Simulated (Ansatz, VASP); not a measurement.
One calculation of BeSe5, two programs

```xyz
6
Lattice="0.0000 3.9866 3.9866 3.9866 0.0000 3.9866 3.9866 3.9866 0.0000" Properties=species:S:1:pos:R:3 pbc="T T T"
Be    0.0000    0.0000    0.0000
Se    5.9798    5.9798    5.9798
Se    4.9903    4.9903    2.9828
Se    4.9903    2.9828    4.9903
Se    2.9828    2.9828    2.9828
Se    2.9828    4.9903    4.9903
```

Change from the starting cell: species swapped into the Be5Pd type (F-43m, No. 216).

Alike in both runs: functional PBE; k mesh 8 × 8 × 8; occupations gaussian, width 0.1 eV; no spin polarisation.

Ansatz relaxed the structure, and its values are those at the end. VASP's run is a single point on that final structure, the one shown.

|  | VASP | Ansatz |
| --- | --- | --- |
| version | VASP 6.6.1 | Ansatz 0.2.0 |
| potentials or method | VASP PAW PBE potentials, release 64 (Be, Se) | scalar-relativistic, plane waves, PAW |
| plane-wave cutoff (eV) | 520 | 420 |
| valence electrons in the cell | 32 | 82 |

```tsv
	VASP	Ansatz	Ansatz less VASP
gap on the k mesh at the Fermi level (eV)	none	none	-
pressure (GPa)	0.0	0.0	0.00
rms of the force components (eV/Å)	0.006	0.006	+0.0002
```

A gap of «none» marks a metal or a gap that the smearing closes. The two sets of potentials don't hold the same shells in valence.
